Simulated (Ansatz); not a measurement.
Set up this calculation in Ansatz 0.2.0, as the native input.

* Task: single point
* Functional: PBE
* Potentials or basis: Ansatz PAW
* Cutoff: 420 eV (not typed: the program's choice for these potentials)
* k mesh: 7 × 7 × 5
* Occupations: fermi-dirac, width 0.05 eV
* Spin: no spin polarisation

Crystal: SrO.

```
Sr O
1.0
     4.27547    0.00000    0.00000
    -2.13773    3.70266    0.00000
     0.00000    0.00000    5.15559
Sr O
2 2
Direct
  0.66667 0.33333 0.43813
  0.33333 0.66667 0.93813
  0.66667 0.33333 0.93687
  0.33333 0.66667 0.43687
```

Measurements of this composition are mostly on another form, of space group No. 225.

These files were run (other wordings do the same):

input.yaml

```yaml
crystal:
  lattice:
    - [4.2754662656, 0.0, 0.0]
    - [-2.1377331328, 3.702662399, 0.0]
    - [0.0, 0.0, 5.15559499]
  atoms:
    - { symbol: Sr, position: [0.6666666667, 0.3333333333, 0.4381277] }
    - { symbol: Sr, position: [0.3333333333, 0.6666666667, 0.9381277] }
    - { symbol: O, position: [0.6666666667, 0.3333333333, 0.9368723] }
    - { symbol: O, position: [0.3333333333, 0.6666666667, 0.4368723] }
hamiltonian:
  xc: pbe
  pseudopotentials: { kind: paw }
kpoints:
  mp_grid: { grid: [7, 7, 5] }
scf:
  occupations: { method: fermi_dirac, width: 0.05 }
output:
  forces: true
  stress: true
  eigenvalues: true
```

Potentials or basis: Ansatz PAW.

Launch:

```console
$ ansatz run input.yaml --threads 2 --pin off --max-ram 5120MiB --backend cpu --events-out ev --progress --plain --runs-dir out
```

Results of the run:

- Pressure: 0.9 GPa
- Largest force: 0.013 eV/Å
- Band gap on the k mesh: 2.65 eV, direct

Caveat: odd divisions of the mesh miss points on the zone boundary, where band edges often lie, so the gap on the mesh can be too wide.

Wall time 2.1 s on 2 threads of Arm Neoverse V1, on a shared host, peak memory 0.34 GiB.
